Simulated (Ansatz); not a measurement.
The system is AlNi.

```
Ni Al
1.0
     1.93869   -1.95319    0.00000
     1.93869    1.95319    0.00000
     0.00000    0.00000    3.09943
Ni Al
1 1
Direct
  0.50000 0.50000 0.50000
  0.00000 0.00000 0.00000
```

The cell comes from a database or a generator and needn't be the stable form of this composition.

Base run:

- Program: Ansatz 0.2.0
- Functional: PBEsol
- Potentials or basis: Ansatz PAW
- Cutoff: 420 eV (not typed: the program's choice for these potentials)
- k mesh: 8 × 8 × 7
- Occupations: fermi-dirac, width 0.05 eV
- Spin: collinear spin, ferromagnetic start
- Starting moments: [0.8, 0.0] μB
- Fixed moment: 0.8 μB

Its results: pressure 2.8 GPa; site moments Ni +0.58; Al +0.08 μB.

**Question.** The run is repeated on the same cell with these changes: fixed moment from 0.8 μB to 0.5 μB; moments at the start from [0.8, 0.0] to [0.5, 0.0]. What comes out?

**Answer.** Pressure 1.2 GPa; site moments Ni +0.38; Al +0.04 μB.

Caveats: the total moment is fixed, so each spin has its own Fermi level; the PAW data sets come from PBE, with cores solved anew for the run's functional, which leaves a small shift of forces and pressure; the thresholds are loose for stress.
